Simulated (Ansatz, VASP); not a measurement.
## Ti: VASP beside Ansatz

File INCAR:

```
PREC = Accurate
ENCUT = 600
EDIFF = 1E-6
ISMEAR = 0
SIGMA = 0.1
LREAL = F
LASPH = T
NELM = 100
ALGO = Normal
ISIF = 3
LWAVE = F
LCHARG = F
GGA = PS
IBRION = 2
NSW = 100
EDIFFG = -0.005
```

File KPOINTS:

```
Automatic mesh
0
Gamma
  12 12 14
```

POSCAR

```
Ti
1.0
    4.5673748306      0.0000000000      0.0000000000
   -2.2836874153      3.9554626319      0.0000000000
    0.0000000000      0.0000000000      2.8262442700
Ti
3
Direct
    0.0000000000      0.0000000000      0.0000000000
    0.3333333300      0.6666666700      0.5000000000
    0.6666666700      0.3333333300      0.5000000000
```

Input for Ansatz:

```yaml
crystal:
  lattice:
    - [4.5673748306, 0.0, 0.0]
    - [-2.2836874153, 3.9554626319, 0.0]
    - [0.0, 0.0, 2.82624427]
  atoms:
    - { symbol: Ti, position: [0.0, 0.0, 0.0] }
    - { symbol: Ti, position: [0.33333333, 0.66666667, 0.5] }
    - { symbol: Ti, position: [0.66666667, 0.33333333, 0.5] }
basis:
  ecutwfc: 420
kpoints:
  mp_grid: { grid: [12, 12, 14] }
hamiltonian:
  xc: pbesol
scf:
  occupations: { method: gaussian, width: 0.1 }
output:
  forces: true
  stress: true
  eigenvalues: true
relax:
  adjacent_minimum: "off"
  f_tol: 0.005
  max_steps: 80
  cell: { stress_tol: 0.05 }
```

This isn't the form of Ti at room conditions, which is hcp.

Alike in both runs: task relaxation of cell and atoms; functional PBEsol; k mesh 12 × 12 × 14; occupations gaussian, width 0.1 eV; no spin polarisation.

|  | VASP | Ansatz |
| --- | --- | --- |
| version | VASP 6.6.1 | Ansatz 0.2.0 |
| potentials or method | VASP PAW PBE potentials, release 64 (Ti_sv) | scalar-relativistic, plane waves, PAW |
| plane-wave cutoff (eV) | 600 | 420 |
| valence electrons in the cell | 36 | 36 |

|  | VASP | Ansatz | Ansatz less VASP |
| --- | --- | --- | --- |
| gap on the k mesh at the Fermi level, each at its own relaxed structure (eV) | none | none | - |
| relaxed volume (Å³/atom) | 16.43 | 16.47 | +0.046 |
| relaxed cell length with the largest relative difference (Å) | 4.510 | 4.515 | +0.0052 |
| energy change over the relaxation (meV/atom) | -7 | -7 | +0.8 |

A gap of «none» marks a metal or a gap that the smearing closes.

Caveats: the PAW data sets were made with another functional, which shifts forces and pressure a little (VASP).
